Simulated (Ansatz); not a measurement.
# C: the cost of one run

Computed with Ansatz 0.2.0 (DFT PBE, scalar-relativistic, plane waves, PAW, unless a step's input says otherwise).

### 1 The starting structure

Symmetry: Fd-3m, No. 227, cubic system. The conventional cell has a = 3.567 Å, b = 3.567 Å, c = 3.567 Å, α = 90.00°, β = 90.00°, γ = 90.00°. Around C (site symmetry -43m) lie 4 C at 1.54 Å.

Coordinates:

```cif
data_structure
_symmetry_space_group_name_H-M 'Fd-3m:1'
_symmetry_Int_Tables_number 227
_cell_length_a 3.5667
_cell_length_b 3.5667
_cell_length_c 3.5667
_cell_angle_alpha 90.000
_cell_angle_beta 90.000
_cell_angle_gamma 90.000
_cell_volume 45.37
loop_
_atom_site_label
_atom_site_type_symbol
_atom_site_symmetry_multiplicity
_atom_site_Wyckoff_symbol
_atom_site_fract_x
_atom_site_fract_y
_atom_site_fract_z
_atom_site_occupancy
C1 C 8 a 0.00000 0.00000 0.00000 1
```

The runs take a perfect supercell of 54 atoms; the defect goes to fractional position (0.000, 0.000, 0.000).

### 2 The perfect supercell

File input.yaml:

```yaml
crystal:
  lattice:
    - [0.0, 5.35011, 5.35011]
    - [5.35011, 0.0, 5.35011]
    - [5.35011, 5.35011, 0.0]
  atoms:
    - { symbol: C, position: [0.0, 0.0, 0.0] }
    - { symbol: C, position: [0.0, 0.0, 0.333333] }
    - { symbol: C, position: [0.0, 0.0, 0.666667] }
    - { symbol: C, position: [0.0, 0.333333, 0.0] }
    - { symbol: C, position: [0.0, 0.333333, 0.333333] }
    - { symbol: C, position: [0.0, 0.333333, 0.666667] }
    - { symbol: C, position: [0.0, 0.666667, 0.0] }
    - { symbol: C, position: [0.0, 0.666667, 0.333333] }
    - { symbol: C, position: [0.0, 0.666667, 0.666667] }
    - { symbol: C, position: [0.333333, 0.0, 0.0] }
    - { symbol: C, position: [0.333333, 0.0, 0.333333] }
    - { symbol: C, position: [0.333333, 0.0, 0.666667] }
    - { symbol: C, position: [0.333333, 0.333333, 0.0] }
    - { symbol: C, position: [0.333333, 0.333333, 0.333333] }
    - { symbol: C, position: [0.333333, 0.333333, 0.666667] }
    - { symbol: C, position: [0.333333, 0.666667, 0.0] }
    - { symbol: C, position: [0.333333, 0.666667, 0.333333] }
    - { symbol: C, position: [0.333333, 0.666667, 0.666667] }
    - { symbol: C, position: [0.666667, 0.0, 0.0] }
    - { symbol: C, position: [0.666667, 0.0, 0.333333] }
    - { symbol: C, position: [0.666667, 0.0, 0.666667] }
    - { symbol: C, position: [0.666667, 0.333333, 0.0] }
    - { symbol: C, position: [0.666667, 0.333333, 0.333333] }
    - { symbol: C, position: [0.666667, 0.333333, 0.666667] }
    - { symbol: C, position: [0.666667, 0.666667, 0.0] }
    - { symbol: C, position: [0.666667, 0.666667, 0.333333] }
    - { symbol: C, position: [0.666667, 0.666667, 0.666667] }
    - { symbol: C, position: [0.083333, 0.083333, 0.083333] }
    - { symbol: C, position: [0.083333, 0.083333, 0.416667] }
    - { symbol: C, position: [0.083333, 0.083333, 0.75] }
    - { symbol: C, position: [0.083333, 0.416667, 0.083333] }
    - { symbol: C, position: [0.083333, 0.416667, 0.416667] }
    - { symbol: C, position: [0.083333, 0.416667, 0.75] }
    - { symbol: C, position: [0.083333, 0.75, 0.083333] }
    - { symbol: C, position: [0.083333, 0.75, 0.416667] }
    - { symbol: C, position: [0.083333, 0.75, 0.75] }
    - { symbol: C, position: [0.416667, 0.083333, 0.083333] }
    - { symbol: C, position: [0.416667, 0.083333, 0.416667] }
    - { symbol: C, position: [0.416667, 0.083333, 0.75] }
    - { symbol: C, position: [0.416667, 0.416667, 0.083333] }
    - { symbol: C, position: [0.416667, 0.416667, 0.416667] }
    - { symbol: C, position: [0.416667, 0.416667, 0.75] }
    - { symbol: C, position: [0.416667, 0.75, 0.083333] }
    - { symbol: C, position: [0.416667, 0.75, 0.416667] }
    - { symbol: C, position: [0.416667, 0.75, 0.75] }
    - { symbol: C, position: [0.75, 0.083333, 0.083333] }
    - { symbol: C, position: [0.75, 0.083333, 0.416667] }
    - { symbol: C, position: [0.75, 0.083333, 0.75] }
    - { symbol: C, position: [0.75, 0.416667, 0.083333] }
    - { symbol: C, position: [0.75, 0.416667, 0.416667] }
    - { symbol: C, position: [0.75, 0.416667, 0.75] }
    - { symbol: C, position: [0.75, 0.75, 0.083333] }
    - { symbol: C, position: [0.75, 0.75, 0.416667] }
    - { symbol: C, position: [0.75, 0.75, 0.75] }
basis:
  ecutwfc: 420
  fft_grid_basis: typed
kpoints:
  mp_grid: { grid: [2, 2, 2] }
hamiltonian:
  xc: pbe
  pseudopotentials: { kind: paw }
scf:
  occupations: { method: gaussian, width: 0.05 }
output:
  forces: true
  stress: false
  eigenvalues: true
  bader: false
  write_density: true
  volumetric_format: npy
```

Command:

```bash
$ ansatz run input.yaml --threads 4 --pin off --max-ram 10240MiB --backend cpu --events-out ev --progress --plain --runs-dir out
```

What time and memory should one allow on 4 threads of Arm Neoverse V2, shared host?

About 1.6 s, with a peak of 0.99 GiB.
